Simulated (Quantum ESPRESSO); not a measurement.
**BN: equation of state with LDA**

**Experimental background.**

“Effect of nanostructuration on compressibility of cubic BN”, 2012, arxiv:1208.3664 quotes, for a bulk crystal of BN at 300 K: bulk modulus 395 ± 2 GPa.

Crystal: BN.

```
N B
1.0
     0.00000    1.81300    1.81300
     1.81300    0.00000    1.81300
     1.81300    1.81300    0.00000
N B
1 1
Direct
  0.25000 0.25000 0.25000
  0.00000 0.00000 0.00000
```

The cell is a database's computed one.

```
Program             : Quantum ESPRESSO 7.5
Task                : equation of state
Functional          : LDA
Potentials or basis : PseudoDojo 0.4.1 SR LDA standard
Cutoff              : 1143 eV
Density cutoff      : 4572 eV
k mesh              : 13 × 13 × 13
Occupations         : fermi-dirac, width 0.05 eV
Spin                : no spin polarisation
```

```yaml
Equilibrium_volume: 5.74 Å³/atom
Bulk_modulus: 401 GPa
Pressure_derivative_of_the_bulk_modulus: 3.6
```

Energy against volume, from the lowest point:
| volume (Å³/atom) | energy (meV/atom) |
| --- | --- |
| 5.602 | 4.38 |
| 5.721 | 0.00 |
| 5.840 | 1.92 |
| 5.959 | 9.56 |
| 6.078 | 22.40 |
| 6.198 | 39.96 |
| 6.317 | 61.80 |

All runs of the series together: 32 s on 1 thread of Intel(R) Xeon(R) 6985P-C CPU @ 2.30GHz (Granite Rapids) (shared host).

Measured bulk modulus of BN: 395 GPa (300 K; quoted in “Effect of nanostructuration on compressibility of cubic BN”, 2012, arxiv:1208.3664). This calculation gives 401 GPa (+1.4 %). The fit is for a static lattice scaled at fixed shape and fixed fractional positions.
